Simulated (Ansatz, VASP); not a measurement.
# Ca in VASP and in Ansatz

```
CELL_PARAMETERS angstrom
-2.13788 2.13788 2.19495
2.13788 -2.13788 2.19495
2.13788 2.13788 -2.19495
ATOMIC_POSITIONS crystal
Ca 0.50000 0.50000 0.00000
```

Alike in both runs: task single point; functional PBE; k mesh 14 × 14 × 14; occupations gaussian, width 0.1 eV; no spin polarisation.

```csv
,VASP,Ansatz
version,VASP 6.6.1,Ansatz 0.2.0
potentials or method,"VASP PAW PBE potentials, release 64 (Ca_sv)","scalar-relativistic, plane waves, PAW"
plane-wave cutoff (eV),520,420
valence electrons in the cell,10,10
```

|  | VASP | Ansatz | Ansatz less VASP |
| --- | --- | --- | --- |
| gap on the k mesh at the Fermi level (eV) | none | none | - |
| pressure (GPa) | 0.9 | 0.9 | -0.02 |
| largest component of the traceless stress (GPa) | 0.07 | 0.07 | +0.001 |

A gap of «none» marks a metal or a gap that the smearing closes.
